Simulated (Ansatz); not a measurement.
**Ge in Ansatz: convergence with smearing width**

Ge:

```xyz
1
Lattice="-0.0282 2.1020 2.1135 2.0716 -0.0326 2.1178 2.0430 2.0777 -0.0039" Properties=species:S:1:pos:R:3 pbc="T T T"
Ge    0.0000    0.0000    0.0000
```

This isn't the form of Ge at room conditions, which is diamond.

* Program: Ansatz 0.2.0
* Task: convergence study
* Functional: PBE
* Potentials or basis: Ansatz PAW
* Cutoff: 420 eV (not typed: the program's choice for these potentials)
* k mesh: 8 × 8 × 8
* Occupations: methfessel-paxton, width 0.3 eV
* Spin: spin-orbit coupling, no magnetisation

These are the settings of the first run; the series varies smearing width, with any setting tied to it.

Hardware: 2 threads of Arm Neoverse V2, with other jobs on the host.

```tsv
smearing width	energy less the tightest run, at zero smearing (meV/atom)	SCF cycles	CPU time (s)	peak memory (GiB)
0.3 eV	-0.13	8	12	0.47
0.2 eV	-0.39	8	12	0.47
0.15 eV	-0.28	8	12	0.47
0.1 eV	-0.10	8	12	0.46
0.05 eV	-0.02	7	11	0.46
0.025 eV	-0.02	7	11	0.46
0.01 eV	-0.01	7	12	0.46
0.005 eV	0.00	7	12	0.46
```

Against the tightest run, the energy stays within 1 meV/atom from 0.3 eV on. Narrower smearing needs a denser k mesh, so at a fixed mesh the narrowest width isn't the most accurate. The tightest run that finished is the yardstick and may itself not be fully converged.
